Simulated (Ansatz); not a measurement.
Runs of Ansatz 0.2.0 on NaI. The structure is cubic, space group Fm-3m (No. 225). The conventional cell has a = 6.473 Å, b = 6.473 Å, c = 6.473 Å, α = 90.00°, β = 90.00°, γ = 90.00°. Around I (site symmetry m-3m) lie 6 Na at 3.24 Å. Na (site symmetry m-3m) is surrounded by 6 I at 3.24 Å. 

| task | level | cutoff (eV) | points for each segment of the path | gap on the mesh (eV) | pressure (GPa) | V0 of scaled cells (Å³/atom) | B0 (GPa) |
| --- | --- | --- | --- | --- | --- | --- | --- |
| band structure | LDA | 420 | 14 | (b) | -1.6 | - | - |
| band structure | PBE | 420 | 14 | (a) | 0.4 | - | - |
| equation of state | PBEsol | 420 | - | - | - | 32.82 | 17 |
| equation of state | r2SCAN | 500 | - | - | - | 33.71 | 17 |

Alike in all rows: potentials or basis Ansatz PAW; no spin polarisation; cell as given; k mesh 7 × 7 × 7; smearing fermi-dirac 0.05 eV.

**Question.** Estimate the missing entries.

**Answer.** (a) 3.64; (b) 3.33.

Caveats: spin-orbit coupling is left out, which moves the levels of the heavy elements (some runs); the PAW data sets come from PBE, with cores solved anew for the run's functional, which leaves a small shift of forces and pressure (some runs); the PAW data sets were made with another functional, which shifts forces and pressure a little (some runs).

A k mesh can miss the band edges, and the runs leave out spin-orbit coupling on I.
